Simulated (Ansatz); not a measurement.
Cost and result for the bulk modulus of Cu

It takes space group Fm-3m (No. 225, cubic). The conventional cell has a = 3.615 Å, b = 3.615 Å, c = 3.615 Å, α = 90.00°, β = 90.00°, γ = 90.00°. Cu (site symmetry m-3m) has 12 Cu at 2.56 Å as nearest neighbours.

| rung | level | program and potentials | cutoff (eV) | k mesh | smearing | core time | chip | bulk modulus (GPa) | notes |
| --- | --- | --- | --- | --- | --- | --- | --- | --- | --- |
| GGA + dispersion | PBE+D3(BJ) | Ansatz, Ansatz PAW | 420 | 13 × 13 × 13 | fermi-dirac 0.05 | 7.2 s | Arm Neoverse V2 | 167.4 | - |
| GGA + dispersion | revPBE+D4 | Ansatz, Ansatz PAW | 420 | 13 × 13 × 13 | fermi-dirac 0.05 | 8.2 s | Arm Neoverse V2 | 170.2 | potentials made for PBE, which Ansatz adapts in part |
| non-local van der Waals functional | rPW86-PBE+rVV10 | Ansatz, Ansatz PAW | 420 | 13 × 13 × 13 | fermi-dirac 0.05 | 9.2 s | Intel Xeon 6975P-C Granite Rapids | 140.1 | potentials made for PBE, which Ansatz adapts in part |
| GGA | RPBE | Ansatz, Ansatz PAW | 420 | 13 × 13 × 13 | fermi-dirac 0.05 | 9.8 s | Arm Neoverse V1 | 124.9 | potentials made for PBE, which Ansatz adapts in part |
| GGA | PBEsol | Ansatz, Ansatz PAW | 420 | 13 × 13 × 13 | fermi-dirac 0.05 | 10 s | Arm Neoverse V1 | 168.9 | potentials made for PBE, which Ansatz adapts in part |
| GGA + dispersion | BLYP+D4 | Ansatz, Ansatz PAW | 420 | 13 × 13 × 13 | fermi-dirac 0.05 | 11 s | Arm Neoverse V1 | 161.1 | potentials made for PBE, which Ansatz adapts in part |
| GGA | PBE | Ansatz, PseudoDojo stringent | 1415 | 13 × 13 × 13 | fermi-dirac 0.05 | 26 s | Intel Xeon Platinum 8259CL Skylake/Cascade Lake | (a) | - |
| hybrid | r2SCAN0 | Ansatz, Ansatz PAW | 500 | 7 × 7 × 7 | fermi-dirac 0.05 | 79 s | AMD EPYC 9R45 Zen 5 | 143.5 | coarse mesh; potentials made for PBE, which Ansatz adapts in part |
| hybrid | HSE06 | Ansatz, Ansatz PAW | 420 | 7 × 7 × 7 | fermi-dirac 0.05 | 91 s | Arm Neoverse V2 | 130.1 | coarse mesh; potentials made for PBE, which Ansatz adapts in part |
| hybrid | LC-wPBE | Ansatz, Ansatz PAW | 420 | 7 × 7 × 7 | fermi-dirac 0.05 | 2.1 min | Arm Neoverse V2 | 158.6 | coarse mesh; potentials made for PBE, which Ansatz adapts in part |
| hybrid | PBE0 | Ansatz, Ansatz PAW | 420 | 8 × 8 × 8 | fermi-dirac 0.05 | 2.1 min | AMD EPYC 7R13 Zen 3 | 127.2 | coarse mesh; potentials made for PBE, which Ansatz adapts in part |
| hybrid | HISS | Ansatz, Ansatz PAW | 420 | 7 × 7 × 7 | fermi-dirac 0.05 | 2.7 min | Intel Xeon Platinum 8375C Ice Lake | 129.4 | coarse mesh; potentials made for PBE, which Ansatz adapts in part |

Times are single runs on shared hosts and different chips, so they are rough; meshes, cutoffs and the tasks' sizes weigh on the time. Task: equation of state. All rows: no spin polarisation. Smearing widths are in eV. The cell comes from a database and isn't always the measured one. For a metal such meshes aren't converged. Meshes differ between rows, which moves values too. Meshes are those of the run's cell of 1 atom unless a note names another. Runs on faulty files, with rough fits or with known faults for this quantity aren't shown. No row holds spin-orbit coupling.

Estimate the value left out from the other rows.

(a) 143.6 GPa.
